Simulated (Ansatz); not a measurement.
# Cu: pressure against volume

Cu, Fm-3m, a = 3.630 Å. Ansatz: PBE, PAW, 420 eV, Γ-centred 20×20×20 mesh on 1 atom, Gaussian smearing 0.10 eV; no spin polarisation. Symmetry fixes shape and atoms, so the cell is only scaled; pressure is positive in compression.

```
V (Å³/atom) P (GPa)
     10.521    24.83
     10.880    16.85
     11.238    10.19
     11.597        ?
     11.956     0.01
     12.314    -3.85
     12.673    -7.06
     13.151   -10.52
```

**Question.** Take V0 = 11.956 Å³/atom, count pressures from its P0 = 0.01 GPa, fit the third-order Birch–Murnaghan form to the other rows, and predict the missing pressure.

**Answer.** With the Eulerian strain f = ½[(V0/V)^(2/3) − 1] and y = (P − P0)/[3f(1 + 2f)^(5/2)], the form is the line y = B0 + 1.5 B0 (B0′ − 4) f. Rows (f, y): 0.04449, 150.3; 0.03244, 147.9; 0.02108, 145.2; -0.00974, 138.8; -0.01904, 136.4; -0.03077, 133.7. Means f = 0.006410, y = 142.05; Σ(Δf)² = 0.004634, ΣΔfΔy = 1.019; the slope is their ratio. y = 140.6 + 220.0 f GPa, so B0 = 140.6 GPa and B0′ = 4 + 2 × (220.0)/(3 × 140.6) = 5.04. At V = 11.597, f = 0.01027, y = 142.86 and P = 4.64 GPa. The run gave 4.64 GPa, the same to the digits shown.